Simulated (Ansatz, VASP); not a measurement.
This is a calculation of Si for Ansatz 0.2.0. 

File input.yaml:

```yaml
crystal:
  lattice:
    - [0.0, 2.7218511865, 2.7218511865]
    - [2.7218511865, 0.0, 2.7218511865]
    - [2.7218511865, 2.7218511865, 0.0]
  atoms:
    - { symbol: Si, position: [0.5, 0.5, 0.5] }
    - { symbol: Si, position: [0.75, 0.75, 0.75] }
kpoints:
  mp_grid: { grid: [8, 8, 8] }
scf:
  occupations: { method: gaussian, width: 0.016 }
hamiltonian:
  xc: pbe
  pseudopotentials: { kind: all_electron, lapw: { basis_error: 0.001 } }
output:
  forces: true
  stress: true
  eigenvalues: true
```

Potentials or basis: all-electron LAPW, scalar-relativistic.

The run is started by

```console
$ ansatz run input.yaml --threads 1 --pin off --max-ram 3072MiB --backend cpu --events-out ev --progress --plain --runs-dir out
```

Problem. Set up the same calculation for VASP 6.6.1. Potentials or basis there: PBE PAW files Si, 520 eV.

Solution. As run (cutoffs and basis follow the program's own potentials, and thresholds, step limits or extra output files can differ):

The input INCAR:

```
  ALGO = Normal
  EDIFF = 1E-6
  ENCUT = 520
  GGA = PE
  ISIF = 2
  ISMEAR = 0
  LASPH = True
  LCHARG = False
  LREAL = False
  LWAVE = False
  NELM = 80
  PREC = Accurate
  SIGMA = 0.016
```

Contents of KPOINTS:

```
k-points
0
Gamma
  8 8 8
```

The input POSCAR:

```
Si
1.0
    0.0000000000      2.7218511865      2.7218511865
    2.7218511865      0.0000000000      2.7218511865
    2.7218511865      2.7218511865      0.0000000000
Si
2
Direct
    0.5000000000      0.5000000000      0.5000000000
    0.7500000000      0.7500000000      0.7500000000
```

Potentials or basis: VASP PAW PBE potentials, release 64 (Si).

The run is started by

```sh
$ cat potpaw_PBE.64/Si/POTCAR > POTCAR
$ mpirun -np 1 vasp_std > vasp.out
```

Both were run:

|  | Ansatz | VASP |
| --- | --- | --- |
| Pressure | 1.3 GPa | 1.3 GPa |

Where Ansatz's input types no cutoff or centring, it takes its own default and a Γ-centred mesh.

Pressure is positive in compression.
